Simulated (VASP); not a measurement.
# C62N (a cell with a defect) in VASP: further runs, part 2 of 4

VASP 6.6.1.

## 3. Hyperfine couplings, LDA, collinear spin, ferromagnetic start

Contents of INCAR:

```
SYSTEM = C62N
PREC = Accurate ; ENCUT = 520
EDIFF = 1E-6 ; ISMEAR = 0
SIGMA = 0.02 ; LREAL = .False.
LASPH = .True. ; NELM = 60
ALGO = Normal ; ISIF = 2
LWAVE = .False. ; LCHARG = .False.
ISPIN = 2 ; MAGMOM = 0.5 0 0 0 0 0 0 0 0 0 0 0 0 0 0 0 0 0 0 0 0 0 0 0 0 0 0 0 0 0 0 0 0 0 0 0 0 0 0 0 0 0 0 0 0 0 0 0 0 0 0 0 0 0 0 0 0 0 0 0 0 0 0
LORBIT = 11 ; NUPDOWN = 2
LHYPERFINE = .True. ; NELECT = 254
```

Contents of KPOINTS:

```
Automatic mesh
0
Gamma
  1 1 1
  0 0 0
```

Contents of POSCAR:

```
C62N
1.0
    7.1400000000      0.0000000000      0.0000000000
    0.0000000000      7.1400000000      0.0000000000
    0.0000000000      0.0000000000      7.1400000000
N C
1 62
Direct
    0.6375900000      0.6375900000      0.6375900000
    0.6326450000      0.3643800000      0.3643800000
    0.3643800000      0.6326450000      0.3643800000
    0.3643800000      0.3643800000      0.6326450000
    0.5012000000      0.2503410000      0.2503410000
    0.4984050000      0.2520050000      0.7474340000
    0.4984050000      0.7474340000      0.2520050000
    0.5060330000      0.7497910000      0.7497910000
    0.2503410000      0.5012000000      0.2503410000
    0.2520050000      0.4984050000      0.7474340000
    0.7474340000      0.4984050000      0.2520050000
    0.7497910000      0.5060330000      0.7497910000
    0.2503410000      0.2503410000      0.5012000000
    0.2520050000      0.7474340000      0.4984050000
    0.7474340000      0.2520050000      0.4984050000
    0.7497910000      0.7497910000      0.5060330000
    0.1261310000      0.6242820000      0.6242820000
    0.6242820000      0.1261310000      0.6242820000
    0.6242820000      0.6242820000      0.1261310000
    0.1253590000      0.3751540000      0.3751540000
    0.6235900000      0.3773750000      0.8727850000
    0.6235900000      0.8727850000      0.3773750000
    0.3751540000      0.1253590000      0.3751540000
    0.3773750000      0.6235900000      0.8727850000
    0.8727850000      0.6235900000      0.3773750000
    0.3751540000      0.3751540000      0.1253590000
    0.3773750000      0.8727850000      0.6235900000
    0.8727850000      0.3773750000      0.6235900000
    0.9999650000      0.4998880000      0.4998880000
    0.4998880000      0.9999650000      0.4998880000
    0.4998880000      0.4998880000      0.9999650000
    0.1236090000      0.1236090000      0.6239660000
    0.1236090000      0.6239660000      0.1236090000
    0.6239660000      0.1236090000      0.1236090000
    0.1241080000      0.3754010000      0.8754640000
    0.1241080000      0.8754640000      0.3754010000
    0.6253090000      0.8765470000      0.8765470000
    0.3754010000      0.1241080000      0.8754640000
    0.8754640000      0.1241080000      0.3754010000
    0.8765470000      0.6253090000      0.8765470000
    0.3754010000      0.8754640000      0.1241080000
    0.8754640000      0.3754010000      0.1241080000
    0.8765470000      0.8765470000      0.6253090000
    0.0000573000      0.2501160000      0.2501160000
    0.9989280000      0.2509700000      0.7495550000
    0.9989280000      0.7495550000      0.2509700000
    0.0014057000      0.7500050000      0.7500050000
    0.2501160000      0.0000573000      0.2501160000
    0.2509700000      0.9989280000      0.7495550000
    0.7495550000      0.9989280000      0.2509700000
    0.7500050000      0.0014057000      0.7500050000
    0.2501160000      0.2501160000      0.0000573000
    0.2509700000      0.7495550000      0.9989280000
    0.7495550000      0.2509700000      0.9989280000
    0.7500050000      0.7500050000      0.0014057000
    0.1250520000      0.1250520000      0.1250520000
    0.1258710000      0.8746530000      0.8746530000
    0.8746530000      0.1258710000      0.8746530000
    0.8746530000      0.8746530000      0.1258710000
    0.9998960000      0.9998960000      0.4999790000
    0.9998960000      0.4999790000      0.9998960000
    0.4999790000      0.9998960000      0.9998960000
    0.0000745000      0.0000745000      0.0000745000
```

Potentials or basis: VASP PAW LDA potentials, release 64 (N, C).

Command:

```bash
$ cat potpaw_LDA.64/N/POTCAR potpaw_LDA.64/C/POTCAR > POTCAR
$ mpirun -np 1 vasp_std > vasp.out
```

OUTCAR:

```text
SYSTEM = C62N
   PREC = Accurate
   ENCUT = 520
   EDIFF = 1E-6
   ISMEAR = 0
   LREAL = .False.
   LASPH = .True.
   NELM = 60
   ISIF = 2
   ISPIN = 2
   LORBIT = 11
   NUPDOWN = 2
   NELECT = 254

 ion  position               nearest neighbor table
   1  0.638  0.638  0.638-   8 1.47  12 1.47  16 1.47
   2  0.633  0.364  0.364-   5 1.49  11 1.49  15 1.49
   3  0.364  0.633  0.364-   9 1.49   7 1.49  14 1.49
   4  0.364  0.364  0.633-  13 1.49  10 1.49   6 1.49
   5  0.501  0.250  0.250-   2 1.49  23 1.55  26 1.55  34 1.55
   6  0.498  0.252  0.747-   4 1.49  18 1.55  21 1.55  38 1.56
   7  0.498  0.747  0.252-   3 1.49  19 1.55  22 1.55  41 1.56
   8  0.506  0.750  0.750-   1 1.47  37 1.54  24 1.56  27 1.56
   9  0.250  0.501  0.250-   3 1.49  20 1.55  26 1.55  33 1.55
  10  0.252  0.498  0.747-   4 1.49  17 1.55  24 1.55  35 1.56
[... 51 lines left out ...]
  62  0.500  1.000  1.000-  34 1.53  37 1.53  38 1.54  41 1.54
  63  0.000  0.000  0.000-  56 1.55  57 1.55  58 1.55  59 1.55

  LATTYP: Found a simple cubic cell.
 ALAT       =     7.1400000000

  Lattice vectors:

 A1 = (   7.1400000000,   0.0000000000,   0.0000000000)
 A2 = (   0.0000000000,   7.1400000000,   0.0000000000)
 A3 = (   0.0000000000,   0.0000000000,   7.1400000000)

Analysis of symmetry for initial positions (statically):
=====================================================================
 Subroutine PRICEL returns:
 Original cell was already a primitive cell.

 Routine SETGRP: Setting up the symmetry group for a
 simple cubic supercell.

 Subroutine GETGRP returns: Found  6 space group operations
 (whereof  6 operations were pure point group operations)
 out of a pool of 48 trial point group operations.

[... 655 lines left out ...]
      3.56985      7.13926      7.13926         0.012139      0.003138      0.003138
      0.00053      0.00053      0.00053         0.001728      0.001728      0.001728
 -----------------------------------------------------------------------------------
    total drift:                               -0.000240     -0.000240     -0.000242

  FREE ENERGIE OF THE ION-ELECTRON SYSTEM (eV)
  ---------------------------------------------------
  free  energy   TOTEN  =      -614.2669087582 eV

  energy  without entropy=     -614.2669087582  energy(sigma->0) =     -614.26690876

 Fermi contact (isotropic) hyperfine coupling parameter (MHz)
 -------------------------------------------------------------
  ion      A_pw      A_1PS     A_1AE     A_1c      A_tot
 -------------------------------------------------------------
   1       0.036     0.036    -0.550    -0.110    -0.550
   2       1.759     1.766    10.749    -3.516    10.741
   3       1.759     1.766    10.749    -3.516    10.741
   4       1.759     1.766    10.749    -3.516    10.741
   5      -0.054    -0.055    -0.738     0.090    -0.737
   6      -0.012    -0.013    -0.637    -0.001    -0.637
[... 55 lines left out ...]
  62       0.071     0.071    -0.087    -0.167    -0.087
  63       0.009     0.009    -0.009    -0.021    -0.009
 -------------------------------------------------------------

 Dipolar hyperfine coupling parameters (MHz)
 ---------------------------------------------------------------------
  ion      A_xx      A_yy      A_zz      A_xy      A_xz      A_yz
 ---------------------------------------------------------------------
   1      -0.000    -0.000     0.000    -0.017    -0.017    -0.017
   2       0.309    -0.154    -0.154    -2.464    -2.464     2.171
   3      -0.154     0.309    -0.154    -2.464     2.171    -2.464
   4      -0.154    -0.154     0.309     2.171    -2.464    -2.464
   5      -0.050     0.025     0.025     0.019     0.019     0.109
   6      -0.073     0.020     0.052    -0.068     0.061    -0.177
[... 55 lines left out ...]
  62      -0.140     0.070     0.070     0.039     0.039    -0.110
  63       0.000     0.000    -0.000    -0.012    -0.012    -0.012
 ---------------------------------------------------------------------

 Total hyperfine coupling parameters after diagonalization (MHz)
 (convention: |A_zz| > |A_xx| > |A_yy|)
 ----------------------------------------------------------------------
  ion      A_xx      A_yy      A_zz     asymmetry (A_yy - A_xx)/ A_zz
 ----------------------------------------------------------------------
   1      -0.533    -0.533    -0.584      -0.000
   2       8.417     8.316    15.492      -0.006
   3       8.417     8.316    15.492      -0.006
   4       8.417     8.316    15.492      -0.006
   5      -0.791    -0.599    -0.822      -0.233
   6      -0.734    -0.396    -0.780      -0.433
[... 55 lines left out ...]
  62      -0.102     0.093    -0.251      -0.779
  63       0.003     0.003    -0.032       0.000
 ---------------------------------------------------------------------

 total charge

# of ion       s       p       d       tot
------------------------------------------
    1        1.186   2.697   0.000   3.882
    2        0.823   1.760   0.000   2.583
    3        0.823   1.760   0.000   2.583
    4        0.823   1.760   0.000   2.583
    5        0.815   1.776   0.000   2.591
    6        0.814   1.766   0.000   2.580
[... 55 lines left out ...]
   62        0.819   1.783   0.000   2.602
   63        0.812   1.760   0.000   2.572
--------------------------------------------------
tot         51.675 111.974   0.000 163.649

 magnetization (x)

# of ion       s       p       d       tot
------------------------------------------
    1       -0.001   0.006   0.000   0.005
    2        0.031   0.281   0.000   0.312
    3        0.031   0.281   0.000   0.312
    4        0.031   0.281   0.000   0.312
    5       -0.002  -0.008   0.000  -0.010
    6       -0.002  -0.001   0.000  -0.003
[... 55 lines left out ...]
   62       -0.000   0.012   0.000   0.012
   63       -0.000   0.001   0.000   0.001
--------------------------------------------------
tot          0.117   1.152   0.000   1.269
```

OSZICAR:

```text
N       E                     dE             d eps       ncg     rms          rms(c)
DAV:   1     0.834964075734E+03    0.83496E+03   -0.13690E+05   636   0.157E+03
DAV:   2    -0.564096093581E+03   -0.13991E+04   -0.13338E+04   786   0.298E+02
DAV:   3    -0.639048856854E+03   -0.74953E+02   -0.73828E+02   752   0.670E+01
DAV:   4    -0.640919112429E+03   -0.18703E+01   -0.18633E+01   760   0.107E+01
DAV:   5    -0.640973123958E+03   -0.54012E-01   -0.53938E-01   752   0.177E+00    0.330E+01
DAV:   6    -0.620967374331E+03    0.20006E+02   -0.17910E+01   712   0.102E+01    0.189E+01
DAV:   7    -0.614186969142E+03    0.67804E+01   -0.17237E+01   728   0.971E+00    0.565E+00
DAV:   8    -0.614285320103E+03   -0.98351E-01   -0.68846E-01   744   0.219E+00    0.290E+00
DAV:   9    -0.614268445824E+03    0.16874E-01   -0.94472E-02   752   0.981E-01    0.890E-01
DAV:  10    -0.614267429728E+03    0.10161E-02   -0.27170E-02   736   0.452E-01    0.297E-01
DAV:  11    -0.614266938606E+03    0.49112E-03   -0.26091E-03   752   0.149E-01    0.125E-01
DAV:  12    -0.614266892417E+03    0.46189E-04   -0.70151E-04   744   0.779E-02    0.567E-02
DAV:  13    -0.614266905372E+03   -0.12955E-04   -0.98589E-05   752   0.263E-02    0.277E-02
DAV:  14    -0.614266908035E+03   -0.26627E-05   -0.12604E-05   760   0.974E-03    0.131E-02
DAV:  15    -0.614266908758E+03   -0.72365E-06   -0.22332E-06   560   0.513E-03
   1 F= -.61426691E+03 E0= -.61426691E+03  d E =-.331535E-31  mag=     2.0000
```

Run time: 10 min. Hardware: 1 thread of Intel Xeon Platinum 8488C (Sapphire Rapids), shared host; peak memory 0.38 GiB.

What came out:

- Free energy: -614.2669 eV
- Largest force: 0.381 eV/Å
- Net moment: 2.00 μB per cell
- Site moments: N +0.01; C +0.31, -0.01, -0.00, +0.00, +0.01, +0.02, +0.03 μB
- Valence electrons inside the program's atomic spheres: N 3.88; C 2.58, 2.59, 2.54, 2.57, 2.60

Forces on the atoms (eV/Å):
```
N    0.220  0.220  0.220
C    0.126 -0.140 -0.140
C   -0.140  0.126 -0.140
C   -0.140 -0.140  0.126
C    0.028  0.030  0.030
C   -0.015  0.026 -0.022
C   -0.015 -0.022  0.026
C    0.067 -0.072 -0.072
C    0.030  0.028  0.030
C    0.026 -0.015 -0.022
C   -0.022 -0.015  0.026
C   -0.072  0.067 -0.072
C    0.030  0.030  0.028
C    0.026 -0.022 -0.015
C   -0.022  0.026 -0.015
C   -0.072 -0.072  0.067
C   -0.022  0.000  0.000
C    0.000 -0.022  0.000
C    0.000  0.000 -0.022
C   -0.027  0.006  0.006
C    0.000  0.003  0.015
C    0.000  0.015  0.003
C    0.006 -0.027  0.006
C    0.003  0.000  0.015
C    0.015  0.000  0.003
C    0.006  0.006 -0.027
C    0.003  0.015  0.000
C    0.015  0.003  0.000
C    0.001 -0.001 -0.001
C   -0.001  0.001 -0.001
C   -0.001 -0.001  0.001
C   -0.016 -0.016  0.006
C   -0.016  0.006 -0.016
C    0.006 -0.016 -0.016
C   -0.015 -0.017  0.009
C   -0.015  0.009 -0.017
C    0.002 -0.005 -0.005
C   -0.017 -0.015  0.009
C    0.009 -0.015 -0.017
C   -0.005  0.002 -0.005
C   -0.017  0.009 -0.015
C    0.009 -0.017 -0.015
C   -0.005 -0.005  0.002
C    0.003  0.002  0.002
C    0.001  0.000  0.002
C    0.001  0.002  0.000
C    0.004 -0.002 -0.002
C    0.002  0.003  0.002
C    0.000  0.001  0.002
C    0.002  0.001  0.000
C   -0.002  0.004 -0.002
C    0.002  0.002  0.003
C    0.000  0.002  0.001
C    0.002  0.000  0.001
C   -0.002 -0.002  0.004
C   -0.003 -0.003 -0.003
C   -0.002 -0.001 -0.001
C   -0.001 -0.002 -0.001
C   -0.001 -0.001 -0.002
C    0.003  0.003  0.012
C    0.003  0.012  0.003
C    0.012  0.003  0.003
C    0.002  0.002  0.002
```

Hyperfine coupling, principal values (MHz):
| atom | values |
| --- | --- |
| 1 N | -0.5, -0.5, -0.6 |
| 2 C | 8.4, 8.3, 15.5 |
| 3 C | 8.4, 8.3, 15.5 |
| 4 C | 8.4, 8.3, 15.5 |
| 5 C | -0.8, -0.6, -0.8 |
| 6 C | -0.7, -0.4, -0.8 |
| 7 C | -0.7, -0.4, -0.8 |
| 8 C | -0.1, 0.0, -0.1 |
| 9 C | -0.8, -0.6, -0.8 |
| 10 C | -0.7, -0.4, -0.8 |
| 11 C | -0.7, -0.4, -0.8 |
| 12 C | -0.1, 0.0, -0.1 |
| 13 C | -0.8, -0.6, -0.8 |
| 14 C | -0.7, -0.4, -0.8 |
| 15 C | -0.7, -0.4, -0.8 |
| 16 C | -0.1, 0.0, -0.1 |
| 17 C | 0.0, 0.0, 0.1 |
| 18 C | 0.0, 0.0, 0.1 |
| 19 C | 0.0, 0.0, 0.1 |
| 20 C | 0.4, 0.2, 0.4 |
| 21 C | 0.2, 0.2, 0.3 |
| 22 C | 0.2, 0.2, 0.3 |
| 23 C | 0.4, 0.2, 0.4 |
| 24 C | 0.2, 0.2, 0.3 |
| 25 C | 0.2, 0.2, 0.3 |
| 26 C | 0.4, 0.2, 0.4 |
| 27 C | 0.2, 0.2, 0.3 |
| 28 C | 0.2, 0.2, 0.3 |
| 29 C | -0.2, 0.0, -0.2 |
| 30 C | -0.2, 0.0, -0.2 |
| 31 C | -0.2, 0.0, -0.2 |
| 32 C | 1.4, 1.4, 1.9 |
| 33 C | 1.4, 1.4, 1.9 |
| 34 C | 1.4, 1.4, 1.9 |
| 35 C | 1.4, 1.4, 2.0 |
| 36 C | 1.4, 1.4, 2.0 |
| 37 C | 0.0, 0.0, 0.1 |
| 38 C | 1.4, 1.4, 2.0 |
| 39 C | 1.4, 1.4, 2.0 |
| 40 C | 0.0, 0.0, 0.1 |
| 41 C | 1.4, 1.4, 2.0 |
| 42 C | 1.4, 1.4, 2.0 |
| 43 C | 0.0, 0.0, 0.1 |
| 44 C | -0.2, -0.2, -0.2 |
| 45 C | -0.1, 0.0, -0.1 |
| 46 C | -0.1, 0.0, -0.1 |
| 47 C | 0.0, 0.0, 0.0 |
| 48 C | -0.2, -0.2, -0.2 |
| 49 C | -0.1, 0.0, -0.1 |
| 50 C | -0.1, 0.0, -0.1 |
| 51 C | 0.0, 0.0, 0.0 |
| 52 C | -0.2, -0.2, -0.2 |
| 53 C | -0.1, 0.0, -0.1 |
| 54 C | -0.1, 0.0, -0.1 |
| 55 C | 0.0, 0.0, 0.0 |
| 56 C | -0.1, -0.1, -0.1 |
| 57 C | 0.2, 0.2, 0.2 |
| 58 C | 0.2, 0.2, 0.2 |
| 59 C | 0.2, 0.2, 0.2 |
| 60 C | -0.1, 0.1, -0.3 |
| 61 C | -0.1, 0.1, -0.3 |
| 62 C | -0.1, 0.1, -0.3 |
| 63 C | 0.0, 0.0, 0.0 |

Caveat: the cell carries a net charge on a neutralising background, which shifts energy and pressure; the moment is held away from its start; the total moment is fixed, so each spin has its own Fermi level.

(Continued in part 3 of 4.)
